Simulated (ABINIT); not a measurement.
# BaZrO3 (Pm-3m) in ABINIT: notebook, part 2 of 2

ABINIT 10.8.3 (patched build).

### 5 Band structure, LDA-PZ

Contents of run.abi:

```
# Datasets: ground state, then fixed potential
ndtset 2

# Pseudopotentials
pp_dirpath "./"
pseudos "Ba.LDA_PW-JTH.xml, Zr.LDA_PW-JTH.xml, O.LDA_PW-JTH.xml"

# Structure
acell 4.19134 4.19134 4.19134 Angstrom
rprim
     1.0000000000     0.0000000000     0.0000000000
     0.0000000000     1.0000000000     0.0000000000
     0.0000000000     0.0000000000     1.0000000000
ntypat 3
znucl 56 40 8
natom 5
typat 1 2 3 3 3
xred
     0.0000000000     0.0000000000     0.0000000000
     0.5000000000     0.5000000000     0.5000000000
     0.5000000000     0.5000000000     0.0000000000
     0.5000000000     0.0000000000     0.5000000000
     0.0000000000     0.5000000000     0.5000000000

# Plane-wave basis
ecut 625.861884 eV
pawecutdg 45.0

# Exchange and correlation
ixc 2

# Bands and occupations
occopt 3
tsmear 0.05 eV

# SCF cycle
nstep 100

# Output
iomode 3
prtwf 0
prteig 0
prtebands 0
enunit 1
prtden1 1

# Dataset 1
kptopt1 1
ngkpt1 6 6 6
nshiftk1 1
shiftk1 0.0 0.0 0.0
nband1 24
tolvrs1 1.0e-9

# Dataset 2: bands along G-X-M-G-R-X
iscf2 -2
getden2 1
nband2 30
nbdbuf2 4
tolwfr2 1.0e-11
kptopt2 -5
ndivsm2 8
prteig2 1
prtvol2 -3
kptbounds2
     0.0000000000     0.0000000000     0.0000000000
     0.0000000000     0.5000000000     0.0000000000
     0.5000000000     0.5000000000     0.0000000000
     0.0000000000     0.0000000000     0.0000000000
     0.5000000000     0.5000000000     0.5000000000
     0.0000000000     0.5000000000     0.0000000000
```

Potentials or basis: JTH PAW LDA v2.0.

Run with:

```sh
$ abinit run.abi > log 2>&1
```

It took 2 min on 1 thread of Intel Xeon at 2.70GHz, shared host; peak memory 0.15 GiB.

It converged, with:

* Free energy: -3333.0713 eV
* Pressure: -4.6 GPa
* Band gap on the k mesh: 3.08 eV, indirect (least direct gap 3.30 eV)
* Band gap along the path: 3.08 eV, indirect (least direct gap 3.30 eV)
* Valence electrons inside the program's atomic spheres: Ba 6.48; Zr 9.01; O 4.52

Levels at the corners of the path, in eV from the valence-band top:
```csv
point,band 16,band 17,band 18,band 19,band 20,band 21,band 22,band 23,band 24,band 25
Γ,-1.01,-1.01,-0.22,-0.22,-0.22,3.08,3.08,3.08,4.54,4.54
X,-1.76,-1.76,-1.72,-0.45,-0.45,3.53,5.67,5.67,6.36,6.59
M,-2.45,-0.94,-0.94,-0.79,-0.08,5.64,5.64,6.42,6.49,7.66
Γ,-1.01,-1.01,-0.22,-0.22,-0.22,3.08,3.08,3.08,4.54,4.54
R,-2.56,-2.56,0.00,0.00,0.00,5.93,5.93,5.93,6.98,6.98
X,-1.76,-1.76,-1.72,-0.45,-0.45,3.53,5.67,5.67,6.36,6.59
```

Caveat: this set's barium file shifts pressures by 1.5 GPa and gaps by 0.1 eV against other sets; spin-orbit coupling is left out, which moves the levels of the heavy elements.

### 6 Band structure, BP86

Changes to run.abi since step 5:

```diff
@@ -5,6 +5,6 @@
 pp_dirpath "./"
-pseudos "Ba.LDA_PW-JTH.xml, Zr.LDA_PW-JTH.xml, O.LDA_PW-JTH.xml"
+pseudos "Ba.GGA_PBE-JTH.xml, Zr.GGA_PBE-JTH.xml, O.GGA_PBE-JTH.xml"
 
 # Structure
-acell 4.19134 4.19134 4.19134 Angstrom
+acell 7.9204846952 7.9204846952 7.9204846952
 rprim
@@ -17,11 +17,11 @@
 typat 1 2 3 3 3
-xred
+xcart
      0.0000000000     0.0000000000     0.0000000000
-     0.5000000000     0.5000000000     0.5000000000
-     0.5000000000     0.5000000000     0.0000000000
-     0.5000000000     0.0000000000     0.5000000000
-     0.0000000000     0.5000000000     0.5000000000
+     2.0956700000     2.0956700000     2.0956700000
+     2.0956700000     2.0956700000     0.0000000000
+     2.0956700000     0.0000000000     2.0956700000
+     0.0000000000     2.0956700000     2.0956700000 Angstrom
 
 # Plane-wave basis
-ecut 625.861884 eV
+ecut 23.0
 pawecutdg 45.0
@@ -29,3 +29,3 @@
 # Exchange and correlation
-ixc 2
+ixc -106132
 
@@ -33,3 +33,3 @@
 occopt 3
-tsmear 0.05 eV
+tsmear 0.00183747
```

Potentials or basis: JTH PAW PBE v2.0.

Run with:

```sh
$ abinit run.abi > log 2>&1
```

run.abo:

```text
.Version 10.8.3 of ABINIT
 DATASET    1 : space group Pm -3 m (#221); Bravais cP (primitive cubic)
================================================================================
 Values of the parameters that define the memory need for DATASET  1.
     intxc =       0    ionmov =       0      iscf =      17    lmnmax =      18
     lnmax =       6     mgfft =      36  mpssoang =       3    mqgrid =    3001
     natom =       5  nloc_mem =       2    nspden =       1   nspinor =       1
    nsppol =       1      nsym =      48    n1xccc =       1    ntypat =       3
    occopt =       3   xclevel =       2
       mpw =        2632          nfft =       46656          nkpt =          20
 PAW method is used; the additional fine FFT grid is defined by:
   mgfftf=        48    nfftf =    110592
================================================================================
================================================================================

 DATASET    2 : space group Pm -3 m (#221); Bravais cP (primitive cubic)
================================================================================
 Values of the parameters that define the memory need for DATASET  2.
     intxc =       0    ionmov =       0      iscf =      -2    lmnmax =      18
     lnmax =       6     mgfft =      36  mpssoang =       3    mqgrid =    3001
     natom =       5  nloc_mem =       2    nspden =       1   nspinor =       1
    nsppol =       1      nsym =      48    n1xccc =       1    ntypat =       3
    occopt =       3   xclevel =       2
       mpw =        2657          nfft =       46656          nkpt =          53
 PAW method is used; the additional fine FFT grid is defined by:
   mgfftf=        48    nfftf =    110592
================================================================================
================================================================================

--------------------------------------------------------------------------------
------------- Echo of variables that govern the present computation ------------
--------------------------------------------------------------------------------
 -outvars: echo values of preprocessed input variables --------
[... 925 lines left out ...]
  -5.64794   -5.64794   -5.64279    3.27652    3.32368    3.32368    3.75554    3.75554
   3.76472    4.44409    4.54654    4.54654    7.99511    8.07560    8.07560    9.54010
   9.54097   10.80260   12.22467   12.35772   13.25416   13.30739
 kpt#   3, nband= 30, wtk=  1.00000, kpt=  0.0000  0.1250  0.0000 (reduced coord)
 -42.25744  -20.58896  -20.40366  -20.40366  -20.38671  -11.58594  -11.30676  -11.21233
  -5.64052   -5.64052   -5.62076    3.09036    3.28455    3.28455    3.64673    3.64673
   3.67900    4.14805    4.50754    4.50754    8.03572    8.33916    8.33916    9.72634
   9.73314   11.05266   12.22516   12.72297   13.11621   13.35715
 kpt#   4, nband= 30, wtk=  1.00000, kpt=  0.0000  0.1875  0.0000 (reduced coord)
 -42.25688  -20.63514  -20.40257  -20.40257  -20.37173  -11.60764  -11.30299  -11.07260
[... 234 lines left out ...]
 -42.25392  -20.79002  -20.41870  -20.41785  -20.33628  -11.66271  -11.21919  -10.37651
  -5.62859   -5.54842   -5.49680    1.12880    2.34724    2.69102    2.76469    2.91335
   3.56779    3.60466    4.03874    4.09514    8.74259   10.48003   10.49890   11.47571
  11.74267   12.41326   12.56196   12.98138   13.17720   14.23956
 kpt#  52, nband= 30, wtk=  1.00000, kpt=  0.0455  0.5000  0.0455 (reduced coord)
 -42.25433  -20.80376  -20.40316  -20.40294  -20.32662  -11.73735  -11.26956  -10.36252
  -5.59325   -5.57146   -5.46160    1.13707    2.68611    2.85038    2.86901    2.89245
   3.31920    3.33964    4.25504    4.26645    8.50272   10.48456   10.49302   11.31320
  11.56659   12.18734   12.30472   13.17741   13.28621   13.85225
 kpt#  53, nband= 30, wtk=  1.00000, kpt=  0.0000  0.5000  0.0000 (reduced coord)
 -42.25446  -20.80847  -20.39778  -20.39778  -20.32325  -11.76278  -11.28670  -10.35732
  -5.58106   -5.58106   -5.44971    1.14016    2.88152    2.88152    3.00278    3.05253
   3.05253    3.11092    4.33246    4.33246    8.41613   10.49334   10.49334   11.25196
  11.49452   12.11435   12.20651   13.33202   13.33202   13.62961

== END DATASET(S) ==============================================================
================================================================================

 -outvars: echo values of variables after computation  --------
            acell      7.9204846952E+00  7.9204846952E+00  7.9204846952E+00 Bohr
           etotal1    -1.2221574273E+02
            fcart1    -0.0000000000E+00 -0.0000000000E+00 -0.0000000000E+00
                      -0.0000000000E+00 -0.0000000000E+00 -0.0000000000E+00
                      -0.0000000000E+00 -0.0000000000E+00 -0.0000000000E+00
                      -0.0000000000E+00 -0.0000000000E+00 -0.0000000000E+00
                      -0.0000000000E+00 -0.0000000000E+00 -0.0000000000E+00
           strten1    -1.4995482089E-04 -1.4995482089E-04 -1.4995482089E-04
                       0.0000000000E+00  0.0000000000E+00  0.0000000000E+00
           xangst      0.0000000000E+00  0.0000000000E+00  0.0000000000E+00
                       2.0956699986E+00  2.0956699986E+00  2.0956699986E+00
                       2.0956699986E+00  2.0956699986E+00  0.0000000000E+00
                       2.0956699986E+00  0.0000000000E+00  2.0956699986E+00
                       0.0000000000E+00  2.0956699986E+00  2.0956699986E+00
             xred      0.0000000000E+00  0.0000000000E+00  0.0000000000E+00
                       5.0000000000E-01  5.0000000000E-01  5.0000000000E-01
                       5.0000000000E-01  5.0000000000E-01  0.0000000000E+00
                       5.0000000000E-01  0.0000000000E+00  5.0000000000E-01
                       0.0000000000E+00  5.0000000000E-01  5.0000000000E-01
 Calculation completed.
```

Wall time 2.3 min (1 thread of Intel Xeon at 2.70GHz, shared host); peak memory 0.18 GiB.

Results:

```yaml
Free_energy: -3325.6598 eV
Pressure: 4.4 GPa
Band_gap_on_the_k_mesh: 3.20 eV, indirect (least direct gap 3.42 eV)
Band_gap_along_the_path: 3.20 eV, indirect (least direct gap 3.42 eV)
Valence_electrons_inside_the_program's_atomic_spheres: Ba 6.50; Zr 9.01; O 4.55
```

Levels at the corners of the path, in eV from the valence-band top:
| point | band 18 | band 19 | band 20 | band 21 | band 22 | band 23 |
| --- | --- | --- | --- | --- | --- | --- |
| Γ | -0.22 | -0.22 | -0.22 | 3.20 | 3.20 | 3.20 |
| X | -1.67 | -0.45 | -0.45 | 3.63 | 5.71 | 5.71 |
| M | -0.92 | -0.78 | -0.07 | 5.68 | 5.68 | 6.47 |
| Γ | -0.22 | -0.22 | -0.22 | 3.20 | 3.20 | 3.20 |
| R | 0.00 | 0.00 | 0.00 | 6.01 | 6.01 | 6.01 |
| X | -1.67 | -0.45 | -0.45 | 3.63 | 5.71 | 5.71 |

Caveat: this set's barium file shifts pressures by 1.5 GPa and gaps by 0.1 eV against other sets; the PAW data sets were made with another functional, which shifts forces and pressure a little; spin-orbit coupling is left out, which moves the levels of the heavy elements.

### 7 Summary

```csv
level,potentials or basis,gap on the mesh (eV),pressure (GPa)
rPW86PBE,JTH PAW PBE v2.0,3.26,9.0
RPBE,JTH PAW PBE v2.0,3.24,8.0
PW91,JTH PAW PBE v2.0,3.20,3.9
LDA-PZ,JTH PAW LDA v2.0,3.08,-4.6
BP86,JTH PAW PBE v2.0,3.20,4.4
```

Alike in all rows: task band structure; no spin polarisation; cell as given; k mesh 6 × 6 × 6; cutoff (eV) 626; smearing fermi-dirac 0.05 eV.

Caveats: this set's barium file shifts pressures by 1.5 GPa and gaps by 0.1 eV against other sets; spin-orbit coupling is left out, which moves the levels of the heavy elements; the PAW data sets were made with another functional, which shifts forces and pressure a little (some runs).

Absolute energies hang on the potentials; compare differences alone.
